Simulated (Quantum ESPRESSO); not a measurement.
## InP: dielectric tensor and Born charges under several settings

```
In P
1.0
     0.00000    2.93050    2.93050
     2.93050    0.00000    2.93050
     2.93050    2.93050    0.00000
In P
1 1
Direct
  0.00000 0.00000 0.00000
  0.75000 0.75000 0.75000
```

All runs used Quantum ESPRESSO 7.5; potentials GBRV 1.5 LDA; given cell; no spin polarisation; cutoff 762 eV; occupations smeared at first, fixed for the response.

| level | k mesh (s: shifted) | ε∞ (diagonal) | Born charge of atom 1 (e) | sum of the Born charges (e) |
| --- | --- | --- | --- | --- |
| LDA | 4 × 4 × 4s | 12.68 | 2.51 | -0.10 |
| LDA | 6 × 6 × 6s | 12.00 | 2.50 | -0.01 |
| LDA | 8 × 8 × 8s | ? | ? | ? |
| LDA | 10 × 10 × 10s | 11.98 | 2.50 | 0.00 |

Problem. What stands in the row left open?

Solution. ε∞ 11.95; Born charge of atom 1 2.50 e; sum of the Born charges 0.00 e.

